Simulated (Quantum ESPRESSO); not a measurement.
Crystal: NaCl.

```
Cl Na
1.0
     3.50219    0.00000    0.00000
     0.00000    3.50219    0.00000
     0.00000    0.00000    3.50219
Cl Na
1 1
Cartesian
  1.7511 1.7511 1.7511
  0.0000 0.0000 0.0000
```

Measurements of this composition are mostly on another form, of space group No. 225.

Base run:

```yaml
Program: Quantum ESPRESSO 7.5
Functional: PBEsol
Potentials_or_basis: PseudoDojo 0.4.1 SR PBEsol standard
Cutoff: 1197 eV
Density_cutoff: 4789 eV
k_mesh: 6 × 6 × 6
Occupations: fixed
Spin: no spin polarisation
```

Its results: band gap on the k mesh, mean-field level 3.84 eV, indirect (least direct gap 4.34 eV).

Question: The run is repeated on the same cell with these changes: functional from PBEsol to LDA; potentials or basis from PseudoDojo 0.4.1 SR PBEsol standard to PseudoDojo 0.4.1 SR LDA standard. What comes out?

Answer: Band gap on the k mesh, mean-field level 3.60 eV, indirect (least direct gap 4.11 eV).

A k mesh can miss the band edges.
